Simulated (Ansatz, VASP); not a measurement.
**One calculation of Sn, two programs**

```
CELL_PARAMETERS angstrom
-1.87634 1.87634 1.87634
1.87634 -1.87634 1.87634
1.87634 1.87634 -1.87634
ATOMIC_POSITIONS crystal
Sn 0.00000 0.00000 0.00000
```

Alike in both runs: functional r2SCAN; dispersion D4; k mesh 9 × 9 × 9; no spin polarisation.

Ansatz relaxed the structure, and its values are those at the end. VASP's run is a single point on that final structure, the one shown.

|  | VASP | Ansatz |
| --- | --- | --- |
| version | VASP 6.6.1 | Ansatz 0.2.0 |
| potentials or method | VASP PAW PBE potentials, release 64 (Sn_d) | plane waves, PAW |
| plane-wave cutoff (eV) | 520 | 612 |
| occupations | fermi-dirac, width 0.1 eV | fermi-dirac |
| valence electrons in the cell | 14 | 14 |

```tsv
	VASP	Ansatz	Ansatz less VASP
pressure (GPa)	0.0	0.0	-0.02
dispersion energy (meV/atom)	-142.7	-142.8	-0.20
```

Caveats: the PAW data sets were made with another functional, which shifts forces and pressure a little (VASP); pairwise dispersion overbinds metals, which lowers pressure and volume.
